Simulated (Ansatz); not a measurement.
Planning a run of Ansatz 0.2.0 on BN (P6_3/mmc). The input:

```yaml
crystal:
  lattice:
    - [2.50399, 0.0, 0.0]
    - [-1.251995, 2.1685189508, 0.0]
    - [0.0, 0.0, 6.6612]
  atoms:
    - { symbol: B, position: [0.3333333333, 0.6666666667, 0.25] }
    - { symbol: B, position: [0.6666666667, 0.3333333333, 0.75] }
    - { symbol: "N", position: [0.3333333333, 0.6666666667, 0.75] }
    - { symbol: "N", position: [0.6666666667, 0.3333333333, 0.25] }
kpoints:
  mp_grid: { grid: [9, 9, 4] }
  band_path:
    path:
      - [0.0, 0.0, 0.0]
      - [0.5, 0.0, 0.0]
      - [0.33333333, 0.33333333, 0.0]
      - [0.0, 0.0, 0.5]
      - [0.5, 0.0, 0.5]
      - [0.33333333, 0.33333333, 0.5]
      - [0.299999997, 0.299999997, 0.0]
    npoints: 1
hamiltonian:
  xc: hse06
scf:
  occupations: { method: fixed }
  n_extra_bands: 5
output:
  eigenvalues: true
```

```sh
ansatz run input.yaml --threads 2 --pin off --max-ram 92160MiB --backend cuda --events-out ev --progress --plain --runs-dir out --devices 1 --max-vram 13GiB  # rebuilt from the run's record
```

Question: How long will it take on 1 × NVIDIA H100 80GB HBM3 (shared by 6 runs) with 2 threads of AMD EPYC 7R13 (Zen 3), shared host, and how much memory?

It took 18 s; on shared hardware allow 8.8 s to 35 s. Peak host memory was 1.5 GiB. The sizes that set the cost: 713 plane waves a state, 36 irreducible k points and 10 SCF cycles.

Exact exchange couples every pair of k points and filled bands, so it costs far more than a semilocal run.

[Paths, hosts, dates, memory and timing lines, banners, echoed tables and standing remarks are left out of the program output.]

[Logs are printed without paths, hosts, clocks, repeated set-up lines and the standing remarks that a program may print on its own settings, such as how far it seeks lower states.]

[Runs of the session that timed out or met a known fault of the program may be left out.]

[Cells called generated may have been cut or substituted from an entry of the Crystallography Open Database or the Materials Project.]

[Hosts, paths, dates, database ids (printed as entryN), source tags and the programs' standing remarks are cut or masked in the printed files.]
